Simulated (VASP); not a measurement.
MnS, 2 atoms in the cell. The structure is cubic, space group Fm-3m (No. 225). The conventional cell has a = 4.704 Å, b = 4.704 Å, c = 4.704 Å, α = 90.00°, β = 90.00°, γ = 90.00°. Mn (site symmetry m-3m) is surrounded by 6 S at 2.35 Å. S (site symmetry m-3m) is surrounded by 6 Mn at 2.35 Å. 

```yaml
Program: VASP 6.6.1
Task: relaxation of cell and atoms
Functional: PBE
Potentials_or_basis: VASP PAW PBE potentials, release 64 (Mn_pv, S)
Cutoff: 700 eV
k_mesh: 14 × 14 × 14
Occupations: gaussian, width 0.1 eV
Spin: collinear spin, ferromagnetic start
Starting_moments: "[5.0, 0.0] μB"
Target_pressure: 20 GPa
Further_INCAR_settings: ALGO = Normal; EDIFF = 1e-07; IBRION = 2; EDIFFG = -0.002; NSW = 80; ISIF = 3
Target_pressure: 20 GPa
```

Potentials or basis: VASP PAW PBE potentials, release 64 (Mn_pv, S).

Run with:

```bash
$ cat potpaw_PBE.64/Mn_pv/POTCAR potpaw_PBE.64/S/POTCAR > POTCAR
$ mpirun -np 1 vasp_std > vasp.out
```

Hardware: 1 thread of Intel(R) Xeon(R) Platinum 8488C (Sapphire Rapids), with other jobs on the host.

Task: How long does it take, and how much memory?

Result: Run time: 2.4 min on 1 thread of Intel(R) Xeon(R) Platinum 8488C (Sapphire Rapids) (shared host), peak memory 0.25 GiB. Counts: scf iterations 24, k points 104, ion steps 2.
